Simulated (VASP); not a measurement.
Here is a VASP 6.6.1 calculation.

Contents of POSCAR:

```
Zn
1.0
    3.7711300000      0.0000000000      0.0000000000
    0.0000000000      3.7711300000      0.0000000000
    0.0000000000      0.0000000000      3.7711300000
Zn
3
Direct
    0.0000000000      0.5000000000      0.5000000000
    0.5000000000      0.0000000000      0.5000000000
    0.5000000000      0.5000000000      0.0000000000
```

Contents of INCAR.step1:

```
SYSTEM = Zn
PREC = Accurate
ENCUT = 520
EDIFF = 1E-6
ISMEAR = -1
SIGMA = 0.05
LREAL = .FALSE.
LASPH = .TRUE.
NELM = 80
ALGO = Fast
ISIF = 2
LWAVE = .FALSE.
LCHARG = .TRUE.
```

KPOINTS.step1

```
regular mesh
0
G
  7 7 7
  0 0 0
```

File INCAR.step2:

```
SYSTEM = Zn
PREC = Accurate
ENCUT = 520
EDIFF = 1E-6
ISMEAR = 0
SIGMA = 0.05
LREAL = .FALSE.
LASPH = .TRUE.
NELM = 80
ALGO = Fast
ISIF = 2
LWAVE = .FALSE.
LCHARG = .FALSE.
ICHARG = 11
```

File KPOINTS.step2:

```
path GXMGRX,MR
10
line-mode
reciprocal
 0.0000000000  0.0000000000  0.0000000000  G
 0.0000000000  0.5000000000  0.0000000000  X

 0.0000000000  0.5000000000  0.0000000000  X
 0.5000000000  0.5000000000  0.0000000000  M

 0.5000000000  0.5000000000  0.0000000000  M
 0.0000000000  0.0000000000  0.0000000000  G

 0.0000000000  0.0000000000  0.0000000000  G
 0.5000000000  0.5000000000  0.5000000000  R

 0.5000000000  0.5000000000  0.5000000000  R
 0.0000000000  0.5000000000  0.0000000000  X

 0.5000000000  0.5000000000  0.0000000000  M
 0.5000000000  0.5000000000  0.5000000000  R
```

Potentials or basis: VASP PAW LDA potentials, release 64 (Zn).

The run is started by

```sh
$ cat potpaw_LDA.64/Zn/POTCAR > POTCAR
$ cp INCAR.step1 INCAR
$ cp KPOINTS.step1 KPOINTS
$ mpirun -np 1 vasp_std > vasp.out
$ cp INCAR.step2 INCAR
$ cp KPOINTS.step2 KPOINTS
$ mpirun -np 1 vasp_std > vasp.out
```

Question: What does it give for the band gap along the path?

Answer: None (metal or under the smearing width).

Levels at the corners of the path, in eV from the Fermi level:
```csv
point,band 15,band 16,band 17,band 18,band 19,band 20,band 21,band 22
Γ,-6.63,-6.63,0.83,0.83,0.83,3.11,3.11,5.95
X,-6.63,-6.39,-5.61,3.13,3.13,4.81,5.57,5.57
X,-6.63,-6.39,-5.61,3.13,3.13,4.81,5.57,5.57
M,-6.97,-4.75,-3.16,-3.16,-1.47,6.18,6.63,6.63
M,-6.97,-4.75,-3.16,-3.16,-1.47,6.18,6.63,6.63
Γ,-6.63,-6.63,0.83,0.83,0.83,3.11,3.11,5.95
Γ,-6.63,-6.63,0.83,0.83,0.83,3.11,3.11,5.95
R,-6.71,-2.85,-0.61,-0.61,-0.61,-0.53,-0.53,-0.53
R,-6.71,-2.85,-0.61,-0.61,-0.61,-0.53,-0.53,-0.53
X,-6.63,-6.39,-5.61,3.13,3.13,4.81,5.57,5.57
M,-6.97,-4.75,-3.16,-3.16,-1.47,6.18,6.63,6.63
R,-6.71,-2.85,-0.61,-0.61,-0.61,-0.53,-0.53,-0.53
```

Caveat: the log is that of the step along the path at fixed density, whose energy, stress, charges and moments have no meaning.
